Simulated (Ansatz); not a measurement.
**SrF2 with two functionals, pressure −2 GPa**

Start from SrF$_{2}$ in the fluorite structure (space group Fm-3m, No. 225; a = 5.8573 Å).

(Cell as relaxed with PBE.)

Levels (all Ansatz, a quantum-chemistry and plane-wave program, PAW): PBE (420 eV, scalar-relativistic without spin-orbit coupling); PBEsol (420 eV, no spin-orbit coupling).

Each level relaxes its own structure.

| base | PBE | PBEsol |
|---|---|---|
| volume per atom | 16.75 Å³ | 15.91 Å³ |
| lattice parameter a | 11.069 bohr | 10.881 bohr |
| band gap | 6.78 eV | 6.90 eV |

Modification: a negative pressure, −2 GPa.

```csv
quantity,PBE,PBEsol
shift of the gap caused by the change,-0.18 eV,___
gap character,"indirect, X → Γ",___
shortest interatomic distance,4.846 bohr,___
```

Question: Predict the PBEsol column.

Answer: 
- shift of the gap caused by the change, PBEsol: -0.15 eV
- gap character, PBEsol: indirect, X → Γ
- shortest interatomic distance, PBEsol: 4.758 bohr

PBE's shift of the gap caused by the change lies 0.023 eV below PBEsol's; PBE's shortest interatomic distance lies 0.0886 bohr above PBEsol's (1.9 %); the two agree on the gap character. Neither level is exact; PBEsol is the comparison here, not a measurement.

Load acts through the strain it causes; cell and atoms are relaxed under it. Stability against distortions was not tested.
